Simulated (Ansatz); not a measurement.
# LiCl (Fm-3m) in Ansatz: reference runs

How does LiCl come out in PBE? The cell is run as given and disturbed.

All numbers are computed with Ansatz 0.2.0; they aren't measurements. Logs are shortened: lines on timing, memory, paths and dates and some standing lists are left out, and cuts for length are marked.

### Step 1. Starting point

It takes space group Fm-3m (No. 225, cubic). The conventional cell has a = 5.130 Å, b = 5.130 Å, c = 5.130 Å, α = 90.00°, β = 90.00°, γ = 90.00°. Around Cl (site symmetry m-3m) lie 6 Li at 2.56 Å. Li (site symmetry m-3m) is surrounded by 6 Cl at 2.56 Å.

### Step 2. Single point, PBE

File input.yaml:

```yaml
crystal:
  lattice:
    - [0.0, 2.56477, 2.56477]
    - [2.56477, 0.0, 2.56477]
    - [2.56477, 2.56477, 0.0]
  atoms:
    - { symbol: Cl, position: [0.5, 0.5, 0.5] }
    - { symbol: Li, position: [0.0, 0.0, 0.0] }
hamiltonian:
  xc: pbe
  pseudopotentials: { kind: paw }
kpoints:
  mp_grid: { grid: [9, 9, 9] }
scf:
  occupations: { method: fermi_dirac, width: 0.05 }
output:
  forces: true
  stress: true
  eigenvalues: true
  write_density: true
  write_potential: true
  elf: true
  volumetric_format: npy
```

Potentials or basis: Ansatz PAW.

Started as:

```sh
$ ansatz run input.yaml --threads 1 --pin off --max-ram 2560MiB --backend cpu --events-out ev --progress --plain --runs-dir out
```

Log:

```text
Warning: RAYON_NUM_THREADS=1 ignored (pool sized by the plan → 1); use --threads N
Engine: ansatz 0.2.0, aarch64-unknown-linux-gnu
Pseudopotentials: kind: paw
Pseudopotential: Cl, paw, valence charge 7, recommended cutoff 420 eV (normal), Cl.paw.azcp
Pseudopotential: Li, paw, valence charge 3, recommended cutoff 420 eV (normal), Li.paw.azcp
Functional definition: PBE
  parameter kappa = 0.804
  parameter beta = 0.06672455060314922
  exchange = pbe_x(kappa = kappa, mu = beta*pi^2/3)
  correlation = pbe_c(beta = beta)
Crystal: 2 atoms, lattice volume = 33.742 Å³
Basis set: ecut = 420 eV, 645 PW (Γ), exchange–correlation on 50×50×50 points (8 copies of the dense FFT grid, shifted against one another)
Bands: 9, of which v1, the nominal top of the filled ones, is band 5 counted from 1 (4 counted from 0)
Symmetry: 48 space group operations
Space group: Fm-3m (ITA 225), of the structure as read, at distance tolerance 3.2e-5 Å
k-points: 35 of 729
Non-local potential: Cl, projectors of the file, l = 0: 2, l = 1: 2, l = 2: 2
Non-local potential: Li, projectors of the file, l = 0: 3, l = 1: 2, l = 2: 1
PAW form: soft (Blöchl's): semilocal exchange-correlation on the pseudo side does not see the compensation charge
PAW one-centre angular grid: Cl, 110 points (default); XC on 64 Gauss nodes
PAW one-centre angular grid: Li, 110 points (default); XC on 64 Gauss nodes
Initial density: superposition of atomic densities (neutral atoms: chi_scale 0, normalization atom), corrected by the library's trained network
Initial wavefunctions: pseudopotential atomic-orbital guess
Functional: x = pbe(κ = 0.804, μ = 0.2195149727645171), c = pbe(β = 0.06672455060314922)
SCF iter   1: F=—  HF=-1287.833518 eV  |F-HF|=—  |Δ(HF+E_count)|=         —  Δρ=2.38e-4  dr2=1.78e-5  ethr=1.77e-3  ⟨swp⟩=6.6  Hψ=2256  notcnv=0
preconditioner: auto → none  [insulator: Δε(μ)=6.333 eV  Ē_g=14.122 eV  σ=0.050 eV  W_gap=1.00  n_scr=8 (ndim 8)  ℏωp=18.1 eV  f_vac=0.000  D(μ)=0.00/eV (n_scr^D=0)  ε∞_Penn≈2.6]
SCF iter   2: F=—  HF=-1287.833412 eV  |F-HF|=—  |Δ(HF+E_count)|=   1.07e-4  Δρ=2.17e-4  dr2=2.38e-5  ethr=1.78e-7  ⟨swp⟩=2.5  Hψ=797  notcnv=0
SCF iter   3: F=—  HF=-1287.833397 eV  |F-HF|=—  |Δ(HF+E_count)|=   1.51e-5  Δρ=9.47e-5  dr2=3.57e-6  ethr=1.78e-7  ⟨swp⟩=2.3  Hψ=425  notcnv=0
SCF iter   4: F=—  HF=-1287.833392 eV  |F-HF|=—  |Δ(HF+E_count)|=   4.17e-6  Δρ=4.74e-5  dr2=1.02e-6  ethr=3.57e-8  ⟨swp⟩=2.0  Hψ=455  notcnv=0
SCF iter   5: F=—  HF=-1287.833392 eV  |F-HF|=—  |Δ(HF+E_count)|=   3.30e-7  Δρ=1.64e-5  dr2=1.30e-7  ethr=1.02e-8  ⟨swp⟩=2.0  Hψ=434  notcnv=0
SCF iter   6: F=-1287.833392 eV  HF=-1287.833392 eV  |F-HF|=5.78e-9  |Δ(HF+E_count)|=   4.40e-8  Δρ=3.97e-6  dr2=8.03e-9  ethr=1.00e-9  ⟨swp⟩=7.1  Hψ=1398  notcnv=0
SCF 1 converged in 6 iterations: F = -1287.833392 eV  dr2 = 8.03e-9
SCF converged after 6 iterations
Free energy (F): -1287.833392 eV
Harris-Foulkes:  -1287.833392 eV  (|F-HF|=5.78e-9)
Internal energy: -1287.833392 eV  (E = F + TS)
E sigma→0 (E₀):  -1287.833392 eV
Fermi energy:    4.955815 eV
--- Per-component energies (eV) ---
  E_band       = -103.241398
  E_kinetic    = 183.764461
  E_local      = -324.949107  (includes V_loc(G=0)·N_el)
  E_nonlocal   = -4.737480
  E_hartree    = 94.681972
  E_xc         = -118.676262
  E_vxc        = -136.936293  (∫ρ·V_xc dr)
  E_paw        = -680.427859  (= ΣΔE_a)
  E_vpaw       = -9.745821  (= ΣTr[D̂ρ^β])
  E_aug_tail   = 0.000088  (compensation charges beyond the density's cutoff)
  E_ewald      = -437.489205
  E_smearing   = -0.000000  (= −TS)
  E_closure    = -0.000000  (closes the sum)
  Σ components = -1287.833392   (vs F -1287.833392, Δ=0.00e0)
--- Forces (eV/Å), atoms counted from 1 ---
  atom   1  Cl     0.00000000    -0.00000000     0.00000000
  atom   2  Li    -0.00000000    -0.00000000    -0.00000000
  max |Σ_I F_I| component: 1.29e-29 eV/Å
--- Stress (GPa, compression-positive) ---
        0.397435       0.000000       0.000000
       -0.000000       0.397435      -0.000000
        0.000000       0.000000       0.397435
  P = ⅓ Tr σ = 0.3974 GPa (3.974 kbar)
--- Band table (eV; the first three rows and the last of 35) ---
  k-point 0: bands = ["-41.7997", "-11.6926", "1.7047", "1.7047", "1.7047", "8.0329", "13.4957", "13.4957", "13.4957"]
  k-point 1: bands = ["-41.7994", "-11.6324", "1.2784", "1.6718", "1.6718", "8.4151", "12.8624", "13.4805", "13.4805"]
  k-point 2: bands = ["-41.7985", "-11.4733", "0.3635", "1.5923", "1.5923", "8.9023", "12.5099", "12.5726", "12.5726"]
  k-point 34: bands = ["-41.7962", "-10.9049", "-0.5605", "-0.2221", "0.7151", "11.0251", "11.5218", "11.7469", "12.8864"]
```

Wall time 1.8 s (1 thread of Arm Neoverse V1, shared host); peak memory 0.26 GiB.

What came out:

```
Free energy            : -1287.8334 eV
Pressure               : 0.4 GPa
Band gap on the k mesh : 6.33 eV, direct
```

Levels at points of the mesh, in eV from the valence-band top:
| k point | band 1 | band 2 | band 3 | band 4 | band 5 | band 6 | band 7 | band 8 | band 9 |
| --- | --- | --- | --- | --- | --- | --- | --- | --- | --- |
| (0.00, 0.00, 0.00) | -43.50 | -13.40 | 0.00 | 0.00 | 0.00 | 6.33 | 11.79 | 11.79 | 11.79 |

Caveat: odd divisions of the mesh miss points on the zone boundary, where band edges often lie, so the gap on the mesh can be too wide.

### Step 3. Single point, PBE (atoms moved at random, drawn with an rms of 0.05 Å)

File input.yaml:

```yaml
crystal:
  lattice:
    - [0.0, 2.56477, 2.56477]
    - [2.56477, 0.0, 2.56477]
    - [2.56477, 2.56477, 0.0]
  atoms:
    - { symbol: Cl, position: [0.494358, 0.520088, 0.481594] }
    - { symbol: Li, position: [0.007381, -0.022718, 0.003587] }
hamiltonian:
  xc: pbe
  pseudopotentials: { kind: paw }
kpoints:
  mp_grid: { grid: [9, 9, 9] }
scf:
  occupations: { method: fermi_dirac, width: 0.05 }
output:
  forces: true
  stress: true
  eigenvalues: true
```

Potentials or basis: Ansatz PAW.

Started as:

```sh
$ ansatz run input.yaml --threads 1 --pin off --max-ram 2560MiB --backend cpu --events-out ev --progress --plain --runs-dir out
```

Log:

```text
Warning: RAYON_NUM_THREADS=1 ignored (pool sized by the plan → 1); use --threads N
[... 9 set-up lines as earlier in the session ...]
Crystal: 2 atoms, lattice volume = 33.742 Å³
Basis set: ecut = 420 eV, 645 PW (Γ), exchange–correlation on 50×50×50 points (8 copies of the dense FFT grid, shifted against one another)
Bands: 9, of which v1, the nominal top of the filled ones, is band 5 counted from 1 (4 counted from 0)
Symmetry: 1 space group operations
Space group: P1 (ITA 1), of the structure as read, at distance tolerance 3.2e-5 Å
k-points: 365 of 729 (time reversal used)
[... 8 set-up lines as earlier in the session ...]
SCF iter   1: F=—  HF=-1287.827909 eV  |F-HF|=—  |Δ(HF+E_count)|=         —  Δρ=2.51e-4  dr2=1.78e-5  ethr=1.77e-3  ⟨swp⟩=6.7  Hψ=23954  notcnv=0
preconditioner: auto → none  [insulator: Δε(μ)=6.318 eV  Ē_g=14.132 eV  σ=0.050 eV  W_gap=1.00  n_scr=8 (ndim 8)  ℏωp=18.1 eV  f_vac=0.000  D(μ)=0.00/eV (n_scr^D=0)  ε∞_Penn≈2.6]
SCF iter   2: F=—  HF=-1287.827831 eV  |F-HF|=—  |Δ(HF+E_count)|=   7.76e-5  Δρ=1.80e-4  dr2=1.53e-5  ethr=1.78e-7  ⟨swp⟩=2.5  Hψ=8356  notcnv=0
SCF iter   3: F=—  HF=-1287.827816 eV  |F-HF|=—  |Δ(HF+E_count)|=   1.58e-5  Δρ=6.72e-5  dr2=9.95e-7  ethr=1.53e-7  ⟨swp⟩=2.0  Hψ=4406  notcnv=0
SCF iter   4: F=—  HF=-1287.827814 eV  |F-HF|=—  |Δ(HF+E_count)|=   1.38e-6  Δρ=3.21e-5  dr2=2.61e-7  ethr=9.95e-9  ⟨swp⟩=2.5  Hψ=4770  notcnv=0
SCF iter   5: F=—  HF=-1287.827814 eV  |F-HF|=—  |Δ(HF+E_count)|=   2.69e-7  Δρ=1.61e-5  dr2=1.04e-7  ethr=2.61e-9  ⟨swp⟩=2.4  Hψ=4747  notcnv=0
SCF iter   6: F=-1287.827814 eV  HF=-1287.827814 eV  |F-HF|=2.56e-8  |Δ(HF+E_count)|=   3.84e-8  Δρ=8.82e-6  dr2=3.56e-8  ethr=1.00e-9  ⟨swp⟩=4.2  Hψ=10731  notcnv=0
SCF 1 converged in 6 iterations: F = -1287.827814 eV  dr2 = 3.56e-8
SCF converged after 6 iterations
Free energy (F): -1287.827814 eV
Harris-Foulkes:  -1287.827814 eV  (|F-HF|=2.56e-8)
Internal energy: -1287.827814 eV  (E = F + TS)
E sigma→0 (E₀):  -1287.827814 eV
Fermi energy:    4.948233 eV
--- Per-component energies (eV) ---
  E_band       = -103.262038
  E_kinetic    = 183.830228
  E_local      = -325.600432  (includes V_loc(G=0)·N_el)
  E_nonlocal   = -4.727303
  E_hartree    = 94.973411
  E_xc         = -118.695561
  E_vxc        = -136.961726  (∫ρ·V_xc dr)
  E_paw        = -680.432040  (= ΣΔE_a)
  E_vpaw       = -9.747483  (= ΣTr[D̂ρ^β])
  E_aug_tail   = 0.000091  (compensation charges beyond the density's cutoff)
  E_ewald      = -437.176207
  E_smearing   = -0.000000  (= −TS)
  E_closure    = -0.000000  (closes the sum)
  Σ components = -1287.827814   (vs F -1287.827814, Δ=0.00e0)
--- Forces (eV/Å), atoms counted from 1 ---
  atom   1  Cl    -0.03420458     0.06186234    -0.05103878
  atom   2  Li     0.03421513    -0.06188325     0.05105843
  max |Σ_I F_I| component: 2.09e-5 eV/Å
--- Stress (GPa, compression-positive) ---
        0.476031       0.008452      -0.006856
        0.008453       0.696527       0.012832
       -0.006856       0.012832       0.601699
  P = ⅓ Tr σ = 0.5914 GPa (5.914 kbar)
--- Band table (eV; the first three rows and the last of 365) ---
  k-point 0: bands = ["-41.7870", "-11.6971", "1.6879", "1.6959", "1.7115", "8.0253", "13.4065", "13.4490", "13.4780"]
  k-point 1: bands = ["-41.7867", "-11.6372", "1.2711", "1.6549", "1.6770", "8.4053", "12.8244", "13.4245", "13.4765"]
  k-point 2: bands = ["-41.7859", "-11.4785", "0.3581", "1.5742", "1.5950", "8.8925", "12.4824", "12.5889", "12.6065"]
  k-point 364: bands = ["-41.7841", "-11.0981", "-1.0292", "1.0608", "1.3726", "8.9432", "11.0383", "11.5244", "14.2598"]
```

It took 11 s on 1 thread of Arm Neoverse V1, shared host; peak memory 0.41 GiB.

Results:

```yaml
Free_energy: -1287.8278 eV
Pressure: 0.6 GPa
Largest_force: 0.087 eV/Å
Band_gap_on_the_k_mesh: 6.31 eV, direct
```

Forces in eV/Å, atoms in the order of the input:
```
Cl  -0.034  0.062 -0.051
Li   0.034 -0.062  0.051
```

Stress tensor (GPa, compression positive):
```
 0.48  0.01 -0.01
 0.01  0.70  0.01
-0.01  0.01  0.60
```

Levels at points of the mesh, in eV from the valence-band top:
```
           k point  band 3  band 4  band 5  band 6  band 7  band 8
(0.00, 0.00, 0.00)   -0.02   -0.02    0.00    6.31   11.69   11.74
```

Caveat: odd divisions of the mesh miss points on the zone boundary, where band edges often lie, so the gap on the mesh can be too wide.
